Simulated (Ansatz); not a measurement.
**Bi: what a guessed cell relaxes into**

Where does this trial cell of Bi go when cell and atoms are let free?

Program: Ansatz 0.2.0. Level of theory: DFT PBE, scalar-relativistic, plane waves, PAW. These are calculated values, not measurements.

2 further runs of the same task are left out: 1 that didn't finish, 1 set aside as unsound or not needed.

**1. The starting structure**

It takes space group P-3m1 (No. 164, trigonal). Conventional cell: a = 4.506 Å, b = 4.506 Å, c = 9.502 Å, α = 90.00°, β = 90.00°, γ = 120.00°. Bi (site symmetry 3m) has 3 Bi at 3.08 Å as nearest neighbours.

Structure file:

```
CELL_PARAMETERS angstrom
4.50620 0.00000 0.00000
-2.25310 3.90248 0.00000
0.00000 0.00000 9.50168
ATOMIC_POSITIONS crystal
Bi 0.00000 0.00000 0.80922
Bi 0.00000 0.00000 0.19078
Bi 0.33333 0.66667 0.63527
Bi 0.66667 0.33333 0.36473
```

The start is the relaxed end of an invented cell (made as: 4-, 6-connected net of one element (P-3m1, No. 164)), taken up again for a closer look.

**2. The guess as it stands, on a coarse mesh**

The input, input.yaml:

```yaml
crystal:
  lattice:
    - [4.5061988, 0.0, 0.0]
    - [-2.2530994, 3.9024826, 0.0]
    - [0.0, 0.0, 9.5016787]
  atoms:
    - { symbol: Bi, position: [0.0, 0.0, 0.809217] }
    - { symbol: Bi, position: [0.0, 0.0, 0.190783] }
    - { symbol: Bi, position: [0.3333333, 0.6666667, 0.635266] }
    - { symbol: Bi, position: [0.6666667, 0.3333333, 0.364734] }
basis:
  ecutwfc: 420
kpoints:
  mp_grid: { grid: [6, 6, 2] }
hamiltonian:
  xc: pbe
scf:
  occupations: { method: gaussian, width: 0.1 }
  lower_state_search: "off"
output:
  forces: true
  stress: true
  eigenvalues: true
```

Run with:

```
ansatz run input.yaml --threads 1 --pin off --max-ram 3072MiB --backend cpu --events-out ev --progress --plain --runs-dir out
```

The session goes on with these runs: final relaxation; second relaxation, mesh chosen anew.

Q: Predict the outcome of this session. Wanted: conventional cell; volume; energy over the standard state; gap on the mesh.

The runs gave:

```
                              quantity                                                                       value
symmetry at the end (tolerance 0.05 Å)                                                 space group P-3m1 (No. 164)
                     conventional cell  a = 4.506 Å, b = 4.506 Å, c = 9.502 Å, α = 90.00°, β = 90.00°, γ = 120.00°
                                volume                                                               41.77 Å³/atom
        energy over the standard state                                                               +0.05 eV/atom
                       gap on the mesh                                                                none (metal)
```

The space group P-3m1 (No. 164) is kept, at nearly the size of the first guess. It lies above the element's standard state, so it is metastable at best. No finished test with a distortion of lower symmetry is shown, so the end may be a saddle point. Spin-orbit coupling is left out, which matters for the bands of Bi.
